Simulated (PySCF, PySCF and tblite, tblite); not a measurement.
# C₄H₈: conformers and averaged spectra, part 2 of 3

PySCF and tblite. Atoms count from 0. Earlier steps stand in the parts before.

## (9) Couplings, conformer 1: B3LYP/pcJ-1

Job settings and geometry (Å):

```
{"job": {"xc": "B3LYP", "basis": "pcJ-1", "kind": "j"}, "charge": 0, "multiplicity": 1}
C      2.019031     0.094279     0.051991
C      0.837441    -0.510800    -0.075364
C     -0.449280     0.161806    -0.438413
C     -1.525680     0.002449     0.631205
H      2.920996    -0.459385     0.325964
H      2.128726     1.170831    -0.116965
H      0.775694    -1.591937     0.110248
H     -0.262708     1.230735    -0.633946
H     -0.820676    -0.265948    -1.387538
H     -1.205800     0.452330     1.583655
H     -1.743452    -1.060186     0.824388
H     -2.466797     0.484630     0.326206
```

The log of the run:

```text
coarse grid: 9304 points
cycle   1  E = -157.1590297570  dE =  1.167e-01  |g| = 4.039e-01  |ddm| = 2.527e+00
cycle   2  E = -157.1462035387  dE =  1.283e-02  |g| = 4.631e-01  |ddm| = 7.013e-01
cycle   3  E = -157.2032657528  dE = -5.706e-02  |g| = 2.877e-02  |ddm| = 3.809e-01
cycle   4  E = -157.2032426069  dE =  2.315e-05  |g| = 2.914e-02  |ddm| = 4.255e-02
cycle   5  E = -157.2034473931  dE = -2.048e-04  |g| = 6.549e-03  |ddm| = 2.381e-02
cycle   6  E = -157.2034574503  dE = -1.006e-05  |g| = 1.623e-03  |ddm| = 5.408e-03
cycle   7  E = -157.2034580626  dE = -6.123e-07  |g| = 2.699e-04  |ddm| = 1.301e-03
final grid: 87808 points
cycle   8  E = -157.2371289667  dE = -7.357e-05  |g| = 5.254e-03  |ddm| = 1.499e-02
cycle   9  E = -157.2371261125  dE =  2.854e-06  |g| = 6.129e-03  |ddm| = 8.418e-03
cycle  10  E = -157.2371358379  dE = -9.725e-06  |g| = 6.252e-04  |ddm| = 4.803e-03
cycle  11  E = -157.2371358337  dE =  4.239e-09  |g| = 6.317e-04  |ddm| = 8.742e-04
cycle  12  E = -157.2371359350  dE = -1.013e-07  |g| = 5.397e-05  |ddm| = 4.427e-04
cycle  13  E = -157.2371359356  dE = -6.581e-10  |g| = 1.293e-05  |ddm| = 4.728e-05
converged SCF energy = -157.2371359356

Indirect spin-spin couplings (Hz)
  i      j    bonds     total        FC       PSO       DSO        SD
  0 C    1 C    1     76.746    86.637   -10.022     0.131         -
  0 C    2 C    2      0.897     1.279    -0.327    -0.054         -
  0 C    3 C    3      4.104     4.029     0.138    -0.063         -
  0 C    4 H    1    168.204   167.124     0.573     0.507         -
  0 C    5 H    1    163.601   162.504     0.554     0.543         -
  0 C    6 H    2      1.150     2.894    -1.215    -0.529         -
  0 C    7 H    3      7.200     7.556    -0.348    -0.008         -
  0 C    8 H    3      7.095     7.227     0.272    -0.403         -
  0 C    9 H    4     -0.332    -0.308     0.059    -0.083         -
  0 C   10 H    4     -0.244    -0.239     0.276    -0.282         -
  0 C   11 H    4      0.786     0.787     0.338    -0.338         -
  1 C    2 C    1     44.981    46.266    -1.480     0.195         -
  1 C    3 C    2     -2.416    -2.198    -0.219     0.001         -
  1 C    4 H    2     -0.797     1.015    -1.274    -0.538         -
  1 C    5 H    2     -1.357     0.572    -1.415    -0.514         -
  1 C    6 H    1    157.171   156.103     0.298     0.770         -
  1 C    7 H    2     -3.910    -3.553    -0.191    -0.167         -
  1 C    8 H    2     -7.806    -7.739     0.070    -0.137         -
  1 C    9 H    3      2.187     2.152     0.017     0.018         -
  1 C   10 H    3      3.497     3.538    -0.064     0.023         -
  1 C   11 H    3     11.874    11.906     0.395    -0.428         -
  2 C    3 C    1     36.445    36.470    -0.187     0.162         -
  2 C    4 H    3     12.431    12.527     0.387    -0.484         -
  2 C    5 H    3      7.848     8.002    -0.125    -0.029         -
  2 C    6 H    2      5.588     5.732     0.121    -0.264         -
  2 C    7 H    1    132.236   130.512     0.920     0.804         -
  2 C    8 H    1    130.527   128.703     1.042     0.782         -
  2 C    9 H    2     -3.704    -3.738     0.244    -0.210         -
  2 C   10 H    2     -3.786    -3.843     0.276    -0.219         -
  2 C   11 H    2     -2.743    -2.756     0.241    -0.228         -
  3 C    4 H    4     -1.668    -1.663     0.284    -0.289         -
  3 C    5 H    4     -1.813    -1.790     0.161    -0.184         -
  3 C    6 H    3      3.004     3.004     0.062    -0.062         -
  3 C    7 H    2     -3.085    -3.091     0.244    -0.238         -
  3 C    8 H    2     -6.130    -6.143     0.246    -0.233         -
  3 C    9 H    1    134.405   132.676     1.163     0.566         -
  3 C   10 H    1    131.727   129.929     1.232     0.567         -
  3 C   11 H    1    133.050   131.274     1.234     0.542         -
  4 H    5 H    2      2.350     2.126     3.720    -3.496         -
  4 H    6 H    3     11.134    11.600     0.173    -0.639         -
  4 H    7 H    4     -0.329    -0.145     1.513    -1.698         -
  4 H    8 H    4     -2.650    -2.516     1.509    -1.643         -
  4 H    9 H    5      0.154     0.237     0.674    -0.757         -
  5 H    6 H    3     17.834    18.375     2.726    -3.266         -
  5 H    7 H    4     -0.590    -0.579    -1.452     1.442         -
  5 H    8 H    4     -3.047    -2.898     1.036    -1.184         -
  5 H   11 H    5     -0.325    -0.247     0.812    -0.889         -
  6 H    7 H    3     12.479    12.620     2.767    -2.908         -
  6 H    8 H    3      4.283     4.349     0.641    -0.707         -
  6 H    9 H    4     -0.296    -0.214     0.582    -0.664         -
  6 H   10 H    4     -0.254    -0.281    -0.915     0.942         -
  6 H   11 H    4     -0.304    -0.238     1.509    -1.575         -
  7 H    8 H    2    -14.940   -15.050     2.222    -2.112         -
  7 H    9 H    3      4.602     4.711     0.513    -0.622         -
  7 H   10 H    3     16.646    16.744     2.777    -2.875         -
  7 H   11 H    3      3.437     3.556     0.472    -0.591         -
  8 H    9 H    3     17.042    17.136     2.803    -2.898         -
  8 H   10 H    3      4.128     4.225     0.563    -0.660         -
  8 H   11 H    3      4.685     4.795     0.444    -0.554         -
  9 H   10 H    2    -13.854   -13.923     2.629    -2.561         -
  9 H   11 H    2    -13.547   -13.601     2.738    -2.684         -
 10 H   11 H    2    -14.277   -14.348     2.716    -2.646         -
```

It took 16 s on 1 thread of Intel Xeon Platinum 8375C at 2.90GHz, shared host; peak memory 0.76 GiB.

In short: HOMO -7.13 eV, LUMO 0.19 eV; dipole 0.37 D.

## (10) Couplings, conformer 2: B3LYP/pcJ-1

Job settings and geometry (Å):

```
{"job": {"xc": "B3LYP", "basis": "pcJ-1", "kind": "j"}, "charge": 0, "multiplicity": 1}
C      1.651361     0.126323    -0.286139
C      0.772262    -0.742178     0.217048
C     -0.714069    -0.571791     0.295847
C     -1.265475     0.727593    -0.261946
H      2.721033    -0.097600    -0.294375
H      1.346000     1.088244    -0.707752
H      1.153015    -1.688108     0.623320
H     -1.185792    -1.430950    -0.216509
H     -1.016713    -0.685379     1.353579
H     -1.023578     0.841930    -1.330289
H     -0.852257     1.600686     0.267091
H     -2.360249     0.765628    -0.162589
```

The log of the run:

```text
coarse grid: 9304 points
cycle   1  E = -157.1563984544  dE =  1.279e-01  |g| = 4.127e-01  |ddm| = 2.555e+00
cycle   2  E = -157.1394700651  dE =  1.693e-02  |g| = 4.878e-01  |ddm| = 7.273e-01
cycle   3  E = -157.2023416740  dE = -6.287e-02  |g| = 2.497e-02  |ddm| = 4.015e-01
cycle   4  E = -157.2024181407  dE = -7.647e-05  |g| = 1.585e-02  |ddm| = 3.440e-02
cycle   5  E = -157.2024698613  dE = -5.172e-05  |g| = 6.604e-03  |ddm| = 1.597e-02
cycle   6  E = -157.2024798224  dE = -9.961e-06  |g| = 1.655e-03  |ddm| = 5.212e-03
final grid: 87808 points
cycle   7  E = -157.2365116714  dE = -7.717e-05  |g| = 6.487e-03  |ddm| = 1.917e-02
cycle   8  E = -157.2365011424  dE =  1.053e-05  |g| = 9.051e-03  |ddm| = 1.164e-02
cycle   9  E = -157.2365221121  dE = -2.097e-05  |g| = 1.386e-03  |ddm| = 7.109e-03
cycle  10  E = -157.2365225083  dE = -3.961e-07  |g| = 5.818e-04  |ddm| = 1.310e-03
cycle  11  E = -157.2365225914  dE = -8.313e-08  |g| = 5.990e-05  |ddm| = 4.320e-04
cycle  12  E = -157.2365225922  dE = -8.263e-10  |g| = 1.507e-05  |ddm| = 6.084e-05
converged SCF energy = -157.2365225922

Indirect spin-spin couplings (Hz)
  i      j    bonds     total        FC       PSO       DSO        SD
  0 C    1 C    1     77.436    87.251    -9.950     0.135         -
  0 C    2 C    2     -0.266     0.184    -0.394    -0.056         -
  0 C    3 C    3      5.327     5.397    -0.069    -0.001         -
  0 C    4 H    1    168.611   167.480     0.606     0.526         -
  0 C    5 H    1    163.883   162.766     0.532     0.585         -
  0 C    6 H    2      0.139     1.881    -1.218    -0.524         -
  0 C    7 H    3      6.481     6.598     0.308    -0.425         -
  0 C    8 H    3      6.460     6.577     0.307    -0.424         -
  0 C   11 H    4      0.839     0.930     0.273    -0.365         -
  1 C    2 C    1     44.664    45.952    -1.483     0.195         -
  1 C    3 C    2     -1.437    -1.222    -0.202    -0.013         -
  1 C    4 H    2     -0.393     1.427    -1.294    -0.526         -
  1 C    5 H    2     -1.651     0.267    -1.413    -0.505         -
  1 C    6 H    1    158.313   157.230     0.338     0.745         -
  1 C    7 H    2     -7.890    -7.805     0.043    -0.128         -
  1 C    8 H    2     -7.900    -7.818     0.045    -0.127         -
  1 C    9 H    3      2.151     2.313    -0.110    -0.052         -
  1 C   10 H    3      2.143     2.306    -0.111    -0.052         -
  1 C   11 H    3     12.107    12.204     0.342    -0.440         -
  2 C    3 C    1     38.102    38.305    -0.369     0.166         -
  2 C    4 H    3     11.261    11.403     0.343    -0.484         -
  2 C    5 H    3      6.395     6.512    -0.042    -0.075         -
  2 C    6 H    2      5.538     5.729     0.074    -0.265         -
  2 C    7 H    1    129.806   127.949     1.074     0.783         -
  2 C    8 H    1    129.788   127.930     1.075     0.783         -
  2 C    9 H    2     -4.140    -4.193     0.259    -0.206         -
  2 C   10 H    2     -4.138    -4.190     0.259    -0.207         -
  2 C   11 H    2     -2.516    -2.510     0.219    -0.225         -
  3 C    4 H    4      0.461     0.486     0.315    -0.339         -
  3 C    5 H    4      0.220     0.154    -0.179     0.245         -
  3 C    6 H    3      7.224     7.289     0.407    -0.472         -
  3 C    7 H    2     -3.454    -3.446     0.230    -0.238         -
  3 C    8 H    2     -3.460    -3.452     0.231    -0.238         -
  3 C    9 H    1    131.974   130.153     1.220     0.601         -
  3 C   10 H    1    131.976   130.155     1.220     0.601         -
  3 C   11 H    1    133.137   131.301     1.274     0.562         -
  4 H    5 H    2      1.759     1.513     3.648    -3.402         -
  4 H    6 H    3     12.013    12.486     0.134    -0.607         -
  4 H    7 H    4     -3.211    -3.073     1.504    -1.642         -
  4 H    8 H    4     -3.234    -3.096     1.503    -1.641         -
  4 H   11 H    5     -0.200    -0.094     1.431    -1.537         -
  5 H    6 H    3     18.704    19.243     2.710    -3.249         -
  5 H    7 H    4     -3.333    -3.167     1.237    -1.403         -
  5 H    8 H    4     -3.349    -3.182     1.231    -1.397         -
  6 H    7 H    3      4.482     4.556     0.444    -0.518         -
  6 H    8 H    3      4.452     4.525     0.449    -0.522         -
  6 H    9 H    4     -0.708    -0.580     1.500    -1.629         -
  6 H   10 H    4     -0.709    -0.580     1.502    -1.631         -
  6 H   11 H    4      0.752     0.808     1.663    -1.719         -
  7 H    8 H    2    -22.526   -22.668     2.135    -1.994         -
  7 H    9 H    3      3.879     4.006     0.527    -0.655         -
  7 H   10 H    3     16.200    16.297     2.786    -2.882         -
  7 H   11 H    3      4.104     4.222     0.433    -0.552         -
  8 H    9 H    3     16.188    16.285     2.786    -2.882         -
  8 H   10 H    3      3.886     4.013     0.527    -0.654         -
  8 H   11 H    3      4.095     4.214     0.435    -0.553         -
  9 H   10 H    2    -13.636   -13.732     2.562    -2.466         -
  9 H   11 H    2    -14.305   -14.378     2.669    -2.596         -
 10 H   11 H    2    -14.305   -14.378     2.669    -2.596         -
```

It took 14 s on 1 thread of Intel Xeon Platinum 8375C at 2.90GHz, shared host; peak memory 0.76 GiB.

In short: HOMO -7.07 eV, LUMO 0.33 eV; dipole 0.47 D.

## (11) Excited states, conformer 1: wB97X-D/def2-SVPD in chloroform

Job settings and geometry (Å):

```
{"job": {"xc": "wB97X-D", "basis": "def2-SVPD", "nstates": 6, "ntriplets": 0, "solvent": "chloroform", "kind": "uv"}, "charge": 0, "multiplicity": 1}
C      2.019031     0.094279     0.051991
C      0.837441    -0.510800    -0.075364
C     -0.449280     0.161806    -0.438413
C     -1.525680     0.002449     0.631205
H      2.920996    -0.459385     0.325964
H      2.128726     1.170831    -0.116965
H      0.775694    -1.591937     0.110248
H     -0.262708     1.230735    -0.633946
H     -0.820676    -0.265948    -1.387538
H     -1.205800     0.452330     1.583655
H     -1.743452    -1.060186     0.824388
H     -2.466797     0.484630     0.326206
```

The log of the run:

```text
coarse grid: 9304 points
cycle   1  E = -157.0190945531  dE =  2.470e-01  |g| = 2.099e-01  |ddm| = 4.306e+00
cycle   2  E = -157.0293459799  dE = -1.025e-02  |g| = 1.191e-01  |ddm| = 6.373e-01
cycle   3  E = -157.0330224784  dE = -3.676e-03  |g| = 1.902e-02  |ddm| = 2.064e-01
cycle   4  E = -157.0331534254  dE = -1.309e-04  |g| = 4.864e-03  |ddm| = 8.449e-02
cycle   5  E = -157.0331598348  dE = -6.409e-06  |g| = 1.995e-03  |ddm| = 1.489e-02
final grid: 87808 points
cycle   6  E = -157.0604589411  dE = -5.821e-05  |g| = 3.236e-03  |ddm| = 9.632e-02
cycle   7  E = -157.0604603421  dE = -1.401e-06  |g| = 2.659e-03  |ddm| = 1.407e-02
cycle   8  E = -157.0604619971  dE = -1.655e-06  |g| = 3.610e-04  |ddm| = 3.819e-03
cycle   9  E = -157.0604620301  dE = -3.300e-08  |g| = 2.030e-04  |ddm| = 1.573e-03
cycle  10  E = -157.0604620413  dE = -1.121e-08  |g| = 1.724e-05  |ddm| = 3.450e-04
cycle  11  E = -157.0604620415  dE = -2.243e-10  |g| = 6.617e-06  |ddm| = 1.198e-04
converged SCF energy = -157.0604620415

Static polarisability (au): isotropic 63.987, principal 53.930 58.212 79.818

Singlet excitations
state   eV       nm        f      main configurations
  1   7.2511    171.0   0.55543   H->L 0.95
  2   7.5449    164.3   0.07809   H->L+1 0.80, H->L+2 0.09
  3   7.9947    155.1   0.00068   H-1->L 0.82
  4   8.2887    149.6   0.00064   H->L+3 0.45, H->L+2 0.37, H->L+4 0.10
  5   8.5672    144.7   0.01622   H->L+3 0.39, H->L+2 0.34, H->L+1 0.10
  6   8.6799    142.8   0.00752   H-2->L 0.81, H-4->L 0.09
```

Run time: 14 s. Hardware: 1 thread of Intel Xeon Platinum 8375C at 2.90GHz, shared host; peak memory 0.7 GiB.

Key values: HOMO -9.27 eV, LUMO 2.12 eV; dipole 0.53 D; S1 7.25 eV.

## (12) Excited states, conformer 2: wB97X-D/def2-SVPD in chloroform

Job settings and geometry (Å):

```
{"job": {"xc": "wB97X-D", "basis": "def2-SVPD", "nstates": 6, "ntriplets": 0, "solvent": "chloroform", "kind": "uv"}, "charge": 0, "multiplicity": 1}
C      1.651361     0.126323    -0.286139
C      0.772262    -0.742178     0.217048
C     -0.714069    -0.571791     0.295847
C     -1.265475     0.727593    -0.261946
H      2.721033    -0.097600    -0.294375
H      1.346000     1.088244    -0.707752
H      1.153015    -1.688108     0.623320
H     -1.185792    -1.430950    -0.216509
H     -1.016713    -0.685379     1.353579
H     -1.023578     0.841930    -1.330289
H     -0.852257     1.600686     0.267091
H     -2.360249     0.765628    -0.162589
```

The log of the run:

```text
coarse grid: 9304 points
cycle   1  E = -157.0189347913  dE =  2.602e-01  |g| = 2.201e-01  |ddm| = 4.709e+00
cycle   2  E = -157.0293042664  dE = -1.037e-02  |g| = 1.359e-01  |ddm| = 6.895e-01
cycle   3  E = -157.0340161643  dE = -4.712e-03  |g| = 2.084e-02  |ddm| = 2.454e-01
cycle   4  E = -157.0341569155  dE = -1.408e-04  |g| = 8.291e-03  |ddm| = 8.414e-02
cycle   5  E = -157.0341747721  dE = -1.786e-05  |g| = 1.833e-03  |ddm| = 1.669e-02
cycle   6  E = -157.0341761252  dE = -1.353e-06  |g| = 4.723e-04  |ddm| = 9.017e-03
final grid: 87808 points
cycle   7  E = -157.0605793984  dE = -7.852e-05  |g| = 2.349e-03  |ddm| = 1.278e-01
cycle   8  E = -157.0605811911  dE = -1.793e-06  |g| = 1.040e-03  |ddm| = 1.606e-02
cycle   9  E = -157.0605814366  dE = -2.455e-07  |g| = 4.456e-04  |ddm| = 3.152e-03
cycle  10  E = -157.0605814964  dE = -5.977e-08  |g| = 5.472e-05  |ddm| = 1.365e-03
cycle  11  E = -157.0605814975  dE = -1.038e-09  |g| = 3.154e-05  |ddm| = 2.024e-04
cycle  12  E = -157.0605814978  dE = -3.112e-10  |g| = 7.139e-06  |ddm| = 8.428e-05
converged SCF energy = -157.0605814978

Static polarisability (au): isotropic 63.098, principal 51.400 61.665 76.229

Singlet excitations
state   eV       nm        f      main configurations
  1   7.3323    169.1   0.50208   H->L 0.97
  2   7.3855    167.9   0.05753   H->L+1 0.81, H->L+3 0.11
  3   8.0884    153.3   0.00193   H-1->L 0.74, H->L+2 0.17
  4   8.2102    151.0   0.01417   H->L+2 0.67, H-1->L 0.20
  5   8.5615    144.8   0.01581   H->L+3 0.69, H->L+6 0.10, H->L+1 0.10
  6   8.8928    139.4   0.00319   H-2->L 0.83, H-5->L 0.11
```

It took 12 s on 1 thread of Intel Xeon Platinum 8375C at 2.90GHz, shared host; peak memory 0.7 GiB.

This run: HOMO -9.21 eV, LUMO 2.29 eV; dipole 0.64 D; S1 7.33 eV.

(Continued in part 3 of 3.)
